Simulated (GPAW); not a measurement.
## FeO (Wuestite): band structure with PBEsol+U

FeO (Wuestite):

```
Fe O
1.0
     1.51882    0.87689    2.51958
    -1.51882    0.87689    2.51958
     0.00000   -1.75378    2.51958
Fe O
1 1
Direct
  0.00000 0.00000 0.00000
  0.50000 0.50000 0.50000
```

```json
{"Program": "GPAW 26.7.0", "Task": "band structure", "Functional": "PBEsol", "Potentials or basis": "PAW data sets generated in the run's folder for this functional", "Cutoff": "800 eV", "Basis": "pw", "k mesh": "8 × 8 × 8", "Occupations": "fermi-dirac, width 0.05 eV", "Spin": "collinear spin, ferromagnetic start", "Starting moments": "[3.0, 0.0] μB", "Hubbard terms": "Fe d U = 8 eV", "Maxiter": "150", "Band path": "GLB1,BZGX,QFP1Z,LP", "Band points": "80"}
```

The pressure is -3.1 GPa. The band gap along the path is none (metal or under the smearing width) and the net moment is 4.06 μB per cell. The site moments are Fe +3.89; O +0.13 μB.

Stress tensor (GPa, compression positive):
```
-3.00  0.00  0.00
 0.00 -3.00  0.00
 0.00  0.00 -3.43
```

Levels at the corners of the path, in eV from the Fermi level:
Spin up:
```csv
point,band 7,band 8,band 9,band 10,band 11
Γ,-5.15,-5.05,-5.05,-1.58,13.63
L,-7.43,-3.66,-3.66,2.29,6.83
B1,-7.08,-7.07,-5.55,5.61,6.97
B,-7.08,-7.07,-5.55,5.61,6.97
Z,-7.53,-3.65,-3.65,2.40,6.61
Γ,-5.15,-5.05,-5.05,-1.58,13.63
X,-7.49,-6.68,-5.11,4.87,6.59
Q,-7.49,-6.68,-5.11,4.87,6.59
F,-8.86,-6.38,-6.27,3.33,7.18
P1,-7.53,-6.74,-5.09,4.89,6.54
Z,-7.53,-3.65,-3.65,2.40,6.61
L,-7.43,-3.66,-3.66,2.29,6.83
P,-7.53,-6.74,-5.09,4.89,6.54
```
Spin down:
```
point  band 2  band 3  band 4  band 5  band 6  band 7  band 8  band 9
    Γ   -4.85   -4.74   -4.74   -1.10   -0.77   -0.70   -0.70    1.98
    L   -9.60   -6.19   -6.09    0.56    0.69    0.70    2.48    4.34
   B1   -7.73   -7.71   -6.83   -0.14   -0.11    1.09    2.94    3.45
    B   -7.73   -7.71   -6.83   -0.14   -0.11    1.09    2.94    3.45
    Z   -9.67   -6.05   -6.05    0.59    0.63    0.63    2.61    4.31
    Γ   -4.85   -4.74   -4.74   -1.10   -0.77   -0.70   -0.70    1.98
    X   -8.16   -7.63   -6.18   -1.03    0.83    0.85    3.09    3.55
    Q   -8.16   -7.63   -6.18   -1.03    0.83    0.85    3.09    3.55
    F   -8.62   -6.07   -5.96   -2.54    1.09    1.09    2.73    2.80
   P1   -8.19   -7.65   -6.07   -1.10    0.86    0.87    3.07    3.51
    Z   -9.67   -6.05   -6.05    0.59    0.63    0.63    2.61    4.31
    L   -9.60   -6.19   -6.09    0.56    0.69    0.70    2.48    4.34
    P   -8.19   -7.65   -6.07   -1.11    0.86    0.87    3.07    3.51
```

Run time: 5.1 min on 1 thread of Intel(R) Xeon(R) Processor @ 2.50GHz (Skylake/Cascade Lake), on a shared host, peak memory 0.31 GiB.

Caveat: a cell with one magnetic atom can't hold antiferromagnetic order, which such compounds often take. The state reached can hang on the start; a lower one may exist.
